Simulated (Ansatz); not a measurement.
CoSi₂: energy along a strain

CoSi₂, Fm-3m, a = 5.313 Å. Ansatz: PBEsol, PAW, 420 eV, Γ-centred 16×16×16 mesh on 3 atoms, Gaussian smearing 0.15 eV; no spin polarisation. Cell vectors (Å): 0.000 2.656 2.656; 2.656 0.000 2.656; 2.656 2.656 0.000. The cell is strained by x per cent times the pattern (0 0 0 1 0 0) in the order xx yy zz yz xz xy (engineering shears), with fractional coordinates held. y is the free energy over the start, V0 = 12.494 Å³/atom. Symmetry makes y even in x.

```
x (%) y (meV/atom)
-6.00         22.21
-3.00          5.57
 0.00          0.00
 0.75          0.35
 1.50          1.39
 2.25          3.14
 3.75          8.70
 4.50         12.52
 5.25             ?
```

Q: Fit y = c2 x² + c4 x⁴ to the other rows, get the stiffness along the pattern, and predict the missing energy.

A: Least squares on the rows shown. y = 0.61984 x² − 8.0384×10⁻⁵ x⁴. The clamped-ion stiffness p·C·p = 2 × 6.198 eV × 160.2 / 12.494 Å³ = 159 GPa, which is C44 in these axes. At x = 5.25 the fit asked for gives 17.02 meV/atom. The run gave 17.03 meV/atom, so the fit is 0.01 meV/atom too low, a small miss on the scale of the series.